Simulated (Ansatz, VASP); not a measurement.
# PbS: VASP beside Ansatz

```
Pb S
1.0
     0.00000    2.96500    2.89087
     2.96500    0.00000    2.89087
     2.96500    2.96500    0.00000
Pb S
1 1
Cartesian
  0.0000 0.0000 0.0000
  2.9650 2.9650 2.8909
```

Change from the starting cell: strain +0.000 along x and y, -0.025 along z, atoms carried along.

Alike in both runs: task single point; functional PBE; dispersion D3(BJ); k mesh 10 × 10 × 10; occupations gaussian, width 0.03 eV; no spin polarisation.

```csv
,VASP,Ansatz
version,VASP 6.6.1,Ansatz 0.2.0
potentials or method,"VASP PAW PBE potentials, release 64 (Pb_d, S)","scalar-relativistic, plane waves, PAW"
plane-wave cutoff (eV),520,420
valence electrons in the cell,20,20
```

```csv
,VASP,Ansatz,Ansatz less VASP
gap on the k mesh at the Fermi level (eV),0.24,0.24,-0.007
least direct gap on the mesh (eV),0.24,0.24,-0.007
pressure (GPa),1.7,1.8,+0.09
largest component of the traceless stress (GPa),2.60,2.60,-0.001
```

Caveats: spin-orbit coupling is left out, which as a rule narrows the gap of such compounds by several tenths of an eV.
